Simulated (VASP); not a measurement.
## VASP 6.6.1 run: GaAs

INCAR

```
LASPH = .TRUE.
ISMEAR = -1
SIGMA = 0.02
NSW = 0
LREAL = .FALSE.
GGA = PE
ISIF = 2
NBANDS = 21
NELM = 71
LWAVE = .FALSE.
ISYM = -1
EDIFF = 1E-7
ENCUT = 520
IBRION = -1
LCHARG = .FALSE.
PREC = Accurate
```

KPOINTS

```
KPOINTS created by Atomic Simulation Environment
0
Gamma
4 4 4
0 0 0
```

POSCAR

```
Ga As
 1.0000000000000000
     0.0000000000000000    2.8614159464000002    2.8090795022999999
     2.8614159464000002    0.0000000000000000    2.8090795022999999
     2.8614159464000002    2.8614159464000002    0.0000000000000000
 Ga  As
   1   1
Cartesian
  0.0000000000000000  0.0000000000000000  0.0000000000000000
  1.4307079732000001  1.4307079732000001  1.4045397511500000
```

The recommended PBE PAW datasets give the neutral cell 18 valence electrons.

Command

```
mpirun -np 1 vasp_std
```

Predict the outcome of this run.

It converged. Results: gap between bands v and c on the k mesh 0.30 eV; least direct gap on the k mesh 0.30 eV; pressure 2.4 GPa. Band v is the last that the valence electrons fill when counted band by band, and c is the next.

OSZICAR

```
N       E                     dE             d eps       ncg     rms          rms(c)
DAV:   1     0.109697866219E+03    0.10970E+03   -0.81292E+03  2963   0.117E+03
DAV:   2     0.358004072510E+01   -0.10612E+03   -0.97790E+02  2849   0.322E+02
DAV:   3    -0.802564281401E+01   -0.11606E+02   -0.11494E+02  3078   0.692E+01
DAV:   4    -0.826630491824E+01   -0.24066E+00   -0.24052E+00  3315   0.104E+01
DAV:   5    -0.826867485026E+01   -0.23699E-02   -0.23698E-02  3118   0.104E+00    0.292E+00
DAV:   6    -0.810601601756E+01    0.16266E+00   -0.17592E-01  3917   0.622E+00    0.176E+00
DAV:   7    -0.808447163168E+01    0.21544E-01   -0.63376E-02  3150   0.144E+00    0.582E-01
DAV:   8    -0.808610310405E+01   -0.16315E-02   -0.10982E-02  3078   0.913E-01    0.122E-01
DAV:   9    -0.808668553813E+01   -0.58243E-03   -0.10274E-03  3076   0.305E-01    0.547E-02
DAV:  10    -0.808678167553E+01   -0.96137E-04   -0.78377E-05  3259   0.709E-02    0.304E-02
DAV:  11    -0.808685103853E+01   -0.69363E-04   -0.80492E-05  2863   0.535E-02    0.305E-03
DAV:  12    -0.808685132144E+01   -0.28291E-06   -0.15226E-06  3249   0.107E-02    0.185E-03
DAV:  13    -0.808685169465E+01   -0.37321E-06   -0.62644E-07  3028   0.430E-03    0.969E-04
DAV:  14    -0.808685169527E+01   -0.61937E-09   -0.10175E-08  2419   0.659E-04
   1 F= -.80868517E+01 E0= -.80868489E+01  d E =-.560206E-05
```

Standard output (part)

```
POSCAR found type information on POSCAR GaAs
 POSCAR found :  2 types and       2 ions
 LDA part: xc-table for (Slater+PW92), standard interpolation
 POSCAR, INCAR and KPOINTS ok, starting setup
 WAVECAR not read
 entering main loop
```

These settings aren't sound, so the numbers aren't properties of the crystal.

On sound settings PBE gives a gap of 0.32 eV on its mesh and a pressure of 2.1 GPa for the intended cell.
